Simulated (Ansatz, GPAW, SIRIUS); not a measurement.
Sn: programs and potentials compared

```
Sn
1.0
    -1.72654    1.77555    2.33834
     1.72654   -1.77555    2.33834
     1.72654    1.77555   -2.33834
Sn
1
Direct
  0.00000 0.00000 0.00000
```

This isn't the form of Sn at room conditions, which is tetragonal (white tin).

Alike in all runs: task single point; functional PBEsol; k mesh 11 × 11 × 11; occupations fermi-dirac, width 0.05 eV; no spin polarisation; no spin-orbit coupling. Pressure is positive in compression and, in plane waves, holds the error of the finite cutoff, which Ansatz's Pulay term estimates and takes out.

| program and potentials | plane-wave cutoff (eV) | notes | pressure (GPa) |
| --- | --- | --- | --- |
| Ansatz, Ansatz PAW | 420 | potentials made for PBE, which Ansatz adapts in part; Pulay term of +0.03 GPa included | -3.60 |
| GPAW, PAW data sets generated for this functional | 600 | - | -3.79 |
| SIRIUS, PseudoDojo 0.4.1 PBEsol standard (scalar relativistic) | 983 | - | -3.56 |
| Ansatz, all-electron LAPW, scalar-relativistic | - | - | -3.60 |

The pressure spans -3.79 (GPAW, PAW data sets generated for this functional) to -3.56 GPa (SIRIUS, PseudoDojo 0.4.1 PBEsol standard (scalar relativistic)), with all-electron results at -3.60.

Differences between rows come from potentials, basis sets and numerical settings, since the functional is the same but for its coding. Runs on potential files found faulty are left out.

All four runs give a negative pressure, so this body-centred orthorhombic cell is stretched and would contract on average if released. The spread between programs is small against the pressure itself, which makes the tension a property of PBEsol at this volume rather than of any one potential. The cell may have come from a functional that binds less tightly, such as PBE, which usually gives larger volumes.

The lattice is close to a slightly distorted face-centred cubic packing, far from the open tetrahedral network of grey tin. In such dense surroundings the 5s and 5p electrons form delocalised metallic bonds instead of directed sp³ bonds, and the tension reflects their pull towards a higher electron density.

GPAW lies furthest from the all-electron value, at -3.79 against -3.60 GPa, probably because of its data set more than its cutoff. A single average pressure doesn't show whether the orthorhombic distortion would survive relaxation, since that depends on the separate stress components and on the forces restoring the shape.
